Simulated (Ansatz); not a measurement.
As:

```
As
1.0
     2.70368    0.00000    0.00000
     0.00000    2.70368    0.00000
     0.00000    0.00000    2.70368
As
1
Cartesian
  1.3518 1.3518 1.3518
```

This isn't the form of As at room conditions, which is rhombohedral.

| Quantity | Value |
| --- | --- |
| Program | Ansatz 0.2.0 |
| Task | relaxation of cell and atoms |
| Functional | PBEsol |
| Dispersion | D4 |
| Potentials or basis | Ansatz PAW |
| Cutoff | 420 eV (not typed: the program's choice for these potentials) |
| k mesh | 10 × 10 × 10 |
| Occupations | fermi-dirac, width 0.05 eV |
| Spin | no spin polarisation |

At the start: volume 19.76 Å³/atom.

**Question.** Where does the relaxation end?

**Answer.** It ends after 5 steps and the volume is 18.95 Å³/atom (-4.1 %); space group Pm-3m (No. 221, to 0.05 Å).

The path:
```csv
step,energy change (eV),largest force (eV/Å),volume (Å³)
1,0.0000,0.0000,19.76
2,-0.0080,0.0000,18.61
3,-0.0098,0.0000,18.98
4,-0.0099,0.0000,18.95
5,-0.0097,0.0000,18.95
```

Final structure:
```
CELL_PARAMETERS angstrom
2.66617 0.00000 0.00000
0.00000 2.66617 0.00000
0.00000 0.00000 2.66617
ATOMIC_POSITIONS crystal
As 0.50000 0.50000 0.50000
```

Caveat: the plane-wave basis is chosen anew once the cell has moved, so the energies of steps on either side of that aren't comparable; pairwise dispersion overbinds metals, which lowers pressure and volume; the PAW data sets come from PBE, with cores solved anew for the run's functional, which leaves a small shift of forces and pressure.
